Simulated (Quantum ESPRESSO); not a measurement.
**InSe under changes of volume**

One of the cells (30.061 Å³/atom); the others are scaled copies at fixed shape and fractional positions:

```
In Se
1.0
     4.05000    0.00000    0.00000
    -2.02500    3.50740    0.00000
     0.00000    0.00000   16.93000
In Se
4 4
Direct
  0.66667 0.33333 0.84300
  0.33333 0.66667 0.34300
  0.66667 0.33333 0.65700
  0.33333 0.66667 0.15700
  0.66667 0.33333 0.39800
  0.33333 0.66667 0.89800
  0.66667 0.33333 0.10200
  0.33333 0.66667 0.60200
```

* Program: Quantum ESPRESSO 7.5
* Functional: PBEsol
* Potentials or basis: GBRV 1.5 PBEsol
* Cutoff: 762 eV
* Density cutoff: 6095 eV
* k mesh: 8 × 8 × 2
* Occupations: fermi-dirac, width 0.05 eV
* Spin: no spin polarisation

| volume (Å³/atom) | energy over the lowest point (meV/atom) | pressure (GPa) | largest force (eV/Å) |
| --- | --- | --- | --- |
| 28.258 | ? | ? | ? |
| 28.859 | 84.59 | 7.6 | 3.064 |
| 29.460 | 58.38 | 6.2 | 2.890 |
| 30.061 | 37.31 | 4.9 | 2.725 |
| 30.663 | 20.86 | 3.7 | 2.567 |
| 31.264 | 8.56 | 2.7 | 2.418 |
| 31.865 | 0.00 | 1.7 | 2.276 |

**Question.** What does the run at 28.258 Å³/atom give?

**Answer.** Energy over the lowest point 116.53 meV/atom; pressure 9.2 GPa; largest force 3.249 eV/Å.

Worked out: A Birch-Murnaghan fit of order 3 (a polynomial in V^(-2/3)) to the other rows has no minimum within the range. It gives 116.55 meV/atom at 28.258 Å³/atom, against the run's 116.53, and -dE/dV = 9.3 GPa, against 9.2.

Energies are extrapolated to zero smearing.

Caveats: this functional lacks dispersion, which binds the layers, so the pressure and a relaxed spacing across them are unreliable; forces of over 1 eV/Å show positions far from the minimum, so gaps and moduli don't describe the material at rest.
